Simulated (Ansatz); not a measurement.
## In: stiffness from a series of strains

```yaml
crystal:
  lattice:
    - [-1.62615, 1.62615, 2.47395]
    - [1.62615, -1.62615, 2.47395]
    - [1.62615, 1.62615, -2.47395]
  atoms:
    - { symbol: In, position: [0.00000, 0.00000, 0.00000] }
```

The geometry is COD entry 9017523, unchecked; take it as a test cell.

Spin–orbit coupling is left out, though it moves levels of the heavy atoms by tenths of an eV or more.

Level of theory: Ansatz 0.2.0, DFT, LDA, all-electron LAPW, scalar-relativistic.

Sampling and basis: a Γ-centred 14×14×14 k mesh, Fermi–Dirac smearing of 0.05 eV, basis error target 0.5 meV/atom, no spin polarisation.

The strain is applied along the Cartesian axes of the cell as listed (the other components stay zero). Fractional coordinates are held (clamped ions).

σ is the change of stress from the unstrained cell, which is at -2.67 GPa; tension is positive, so slopes are stress–strain coefficients at that pressure. In a metal the k mesh adds noise.

Only quantities that a quadratic follows smoothly over the whole series are listed; rougher ones are left out.

```
    εzz  σzz (GPa)  σxx (GPa)
-0.0200      -1.00      -0.69
-0.0100      -0.48      -0.34
 0.0000       0.00       0.00
 0.0200       0.89       0.55
```

Task: Fit the series and read off the stiffness at zero strain.

Result: Least-squares fits y = p0 + p1 x + p2 x² to the rows give σzz (GPa): p1 = 47.2, p2 = -140; σxx (GPa): p1 = 31.1, p2 = -160. So C33 = 47 GPa and C13 = 31 GPa, for these axes.

Task: One run, at εzz = 0.0100, is withheld. Predict its row.

Result: The fits give 0.46, 0.29; the run gave 0.49, 0.29.
